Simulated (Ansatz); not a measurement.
## Zone-centre phonons of ZnS at 3 GPa: input and output

These are results of DFT PBEsol, scalar-relativistic, plane waves, PAW in Ansatz 0.2.0, not measurements.

Launched with:
```bash
ansatz run input.yaml --threads 1 --pin off --max-ram 3072MiB --backend cpu --events-out ev --progress --plain --runs-dir out
```

Input (bare energies are in eV):
```yaml
crystal:
  lattice:
    - [0.0, 2.647044444, 2.647044444]
    - [2.647044444, 0.0, 2.647044444]
    - [2.647044444, 2.647044444, 0.0]
  atoms:
    - { symbol: Zn, position: [0.0, 0.0, 0.0] }
    - { symbol: S, position: [0.75, 0.75, 0.75] }
basis:
  ecutwfc: 420
kpoints:
  mp_grid: { grid: [10, 10, 10] }
hamiltonian:
  xc: pbesol
scf:
  occupations: { method: fixed }
output:
  eigenvalues: true
phonons:
  method: dfpt
  dielectric: true
  rigid_motions: translations
  eigenvectors: true
```

Results section of the output:
```
--- Phonons (Γ-DFPT): 2 representative perturbations + reference, on 171 of 1000 k-points (Σ response iterations 6) ---
  k mesh reduced under 4 symmetry operations, with k and −k counted as one. Each operation leaves every solved perturbation unchanged. A smaller set is not considered because the run solves the response ...
  ASR residual: 2.383e-4 → 0.000e0 eV/Å²; symmetrization residual: 1.383e-6 eV/Å²
  ASR residual per site (eV/Å²): 1.37e-5 2.38e-4
  Γ frequencies (cm⁻¹): 0.00 0.00 0.00 296.25 296.25 296.25
  ε∞ (high-frequency dielectric tensor):
        6.088705     0.000000     0.000000
        0.000000     6.088705     0.000000
        0.000000     0.000000     6.088705
  ε⁰ (static dielectric tensor: ions relaxed, cell fixed):
        8.621554    -0.000000     0.000000
       -0.000000     8.621554    -0.000000
        0.000000    -0.000000     8.621554
  ε⁰ − ε∞ (ionic part):
        2.532849    -0.000000     0.000000
       -0.000000     2.532849    -0.000000
        0.000000    -0.000000     2.532849
  softest optical mode at Γ: 296.25 cm⁻¹; the repairs (sum rule, projections) moved no ω² at Γ by more than (1.45 cm⁻¹)²
  Born effective charges Z* (e; rows j = field, columns β = displacement):
    site 0:
         1.89862   -0.00000    0.00000
        -0.00000    1.89862    0.00000
         0.00000    0.00000    1.89862
    site 1:
        -1.89862    0.00000   -0.00000
         0.00000   -1.89862   -0.00000
        -0.00000   -0.00000   -1.89862
  Z* charge neutrality: 1.182e-4 e pre-enforcement
  solved inside a basis spanned on kpoints, on 10×10×10 k-points, its susceptibility summed on 14×14×14: ε∞ is read to err by 1.6e-2, Z* by 1.2e-2 e (field_mesh: kpoints solves on kpoints); Z* is corrected for ...
  optical modes at Γ without the LO–TO term, one row a degenerate level:
      ω (cm⁻¹) modes IR ((D/Å)²/amu)
        296.25      3            11.5981
  optical modes at Γ + LO–TO along q̂ = [1.0000, 0.0000, 0.0000]:
      ω (cm⁻¹) modes IR ((D/Å)²/amu)
        296.25      2             7.7321
        352.52      1             3.8660
  optical modes at Γ + LO–TO along q̂ = [0.0000, 1.0000, 0.0000]:
      ω (cm⁻¹) modes IR ((D/Å)²/amu)
        296.25      2             7.7321
        352.52      1             3.8660
  optical modes at Γ + LO–TO along q̂ = [0.0000, 0.0000, 1.0000]:
      ω (cm⁻¹) modes IR ((D/Å)²/amu)
        296.25      2             7.7321
        352.52      1             3.8660
```

It took 80 s on 1 thread of AMD EPYC 7R43 64-Core Processor (Zen 3) (shared host), peak memory 0.64 GiB.